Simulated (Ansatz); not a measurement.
Li2S in Ansatz: the effect of functional

The system is Li2S.

```
S Li
1.0
     0.00000    2.84450    2.84450
     2.84450    0.00000    2.84450
     2.84450    2.84450    0.00000
S Li
1 2
Direct
  0.00000 0.00000 0.00000
  0.75000 0.75000 0.75000
  0.25000 0.25000 0.25000
```

Alike in all runs:

| Quantity | Value |
| --- | --- |
| Program | Ansatz 0.2.0 |
| Task | projected density of states |
| Potentials or basis | Ansatz PAW |
| Cutoff | 420 eV (not typed: the program's choice for these potentials) |
| k mesh | 5 × 5 × 5 |
| Occupations | fermi-dirac, width 0.05 eV |
| Spin | no spin polarisation |

```csv
functional,gap on the mesh (eV),pressure (GPa)
RPBE,3.83,2.1
revPBE,3.79,1.9
BLYP,?,?
```

Task: What does the run with functional BLYP give?

Result: gap on the mesh 3.91 eV; pressure 1.6 GPa.

Caveats: odd divisions of the mesh miss points on the zone boundary, where band edges often lie, so the gap on the mesh can be too wide; the PAW data sets come from PBE, with cores solved anew for the run's functional, which leaves a small shift of forces and pressure; the density of states is complete only up to the lowest level of the last band computed.

A k mesh can miss the band edges.

Runs at the PBE level aren't shown here.
